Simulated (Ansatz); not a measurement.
How far is PAW off for KF?

```
K F
1.0
     3.25895    0.00000    0.00000
     0.00000    3.25895    0.00000
     0.00000    0.00000    3.25895
K F
1 1
Direct
  0.01417 0.01417 0.01417
  0.50000 0.50000 0.50000
```

Atom numbers follow the list: K1, F2.

Structure from Materials Project entry mp-8454 (possibly hypothetical), not relaxed further. The listed cell was then made from it by scaling, straining or moving an atom.

Methods: DFT, LDA, PAW with Ansatz's default frozen-core files, scalar-relativistic (Ansatz 0.2.0); DFT, LDA, all-electron PAW with datasets made for the crystal, scalar-relativistic (Ansatz 0.2.0); DFT, LDA, all-electron LAPW, scalar-relativistic (Ansatz 0.2.0).

For PAW: a Γ-centred 9×9×9 k mesh, Fermi–Dirac smearing of 0.02 eV, cutoff 420 eV, no spin polarisation; the PAW files were made with PBE, and the program remakes their frozen cores for this functional. The crystal-made all-electron datasets (AE datasets) take a cutoff of 300 eV at this cell. LAPW targets a basis error of 0.5 meV/atom. The Ansatz runs share mesh, smearing and spin set-up. Plane-wave (PAW) pressures include the program's estimate of the Pulay term.

Stress and pressure are positive in compression.

The change that made this cell: atom 1 (K) moved by (0.0462, 0.0462, 0.0462) Å.

| quantity | PAW | AE datasets | LAPW |
| --- | --- | --- | --- |
| pressure (GPa) | -5.67 | -5.66 | -5.66 |
| force on K1, x (eV/Å) | -0.014 | -0.015 | -0.014 |
| force on F2, x (eV/Å) | 0.014 | 0.014 | 0.014 |
| band gap (eV) | 5.939 | 5.930 | 5.930 |
